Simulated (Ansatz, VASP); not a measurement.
## Ga in VASP and in Ansatz

INCAR

```
PREC = Accurate
ENCUT = 520
EDIFF = 1E-7
ISMEAR = -1
SIGMA = 0.08
LREAL = False
LASPH = True
NELM = 100
ALGO = Normal
ISIF = 2
LWAVE = False
LCHARG = False
GGA = PE
NBANDS = 20
```

File KPOINTS:

```
regular mesh
0
Gamma
  12 12 10
```

The input POSCAR:

```
Ga
1.0
    1.4906500000     -4.0795000000      0.0261500000
    1.4093500000      4.0505000000     -0.0551500000
   -0.0317000000     -0.0317000000      3.1700000000
Ga
2
Direct
    0.8670000000      0.1330000000      0.2500000000
    0.1330000000      0.8670000000      0.7500000000
```

Input for Ansatz:

```yaml
crystal:
  lattice:
    - [1.49065, -4.0795, 0.02615]
    - [1.40935, 4.0505, -0.05515]
    - [-0.0317, -0.0317, 3.17]
  atoms:
    - { symbol: Ga, position: [0.867, 0.133, 0.25] }
    - { symbol: Ga, position: [0.133, 0.867, 0.75] }
kpoints:
  mp_grid: { grid: [12, 12, 10] }
  band_path:
    path:
      - [0.0, 0.0, 0.0]
      - [0.0, 0.0, 0.5]
      - [-0.5, 0.0, 0.0]
      - [0.0, 0.0, 0.0]
      - [0.5, -0.5, 0.0]
      - [0.0, -0.5, 0.5]
      - [0.0, 0.0, 0.0]
      - [0.0, -0.5, 0.0]
      - [0.5, -0.5, 0.5]
    npoints: 5
scf:
  occupations: { method: fermi_dirac, width: 0.08 }
hamiltonian:
  xc: pbe
  pseudopotentials: { kind: all_electron, lapw: { basis_error: 0.001 } }
output:
  forces: true
  stress: true
  eigenvalues: true
```

Change from the starting cell: equal xy, yz and zx shear strains of -2 %.

Alike in both runs: task single point; functional PBE; k mesh 12 × 12 × 10; occupations fermi-dirac, width 0.08 eV; no spin polarisation.

|  | VASP | Ansatz |
| --- | --- | --- |
| version | VASP 6.6.1 | Ansatz 0.2.0 |
| potentials or method | VASP PAW PBE potentials, release 64 (Ga_d) | all-electron LAPW, scalar-relativistic |
| plane-wave cutoff (eV) | 520 | see its input |

Ansatz gave:

```
pressure (GPa)                                  : 1.7
largest component of the traceless stress (GPa) : 2.34
rms of the force components (eV/Å)              : 0.113
```

Question: What did VASP give for the same quantities?

Answer: Pressure (GPa): 1.8; largest component of the traceless stress (GPa): 2.35; rms of the force components (eV/Å): 0.114.

Atom by atom the forces differ by 0.001 eV/Å (rms over components). Ansatz ran all-electron here, so the differences hold the error of VASP's frozen core and of both bases.
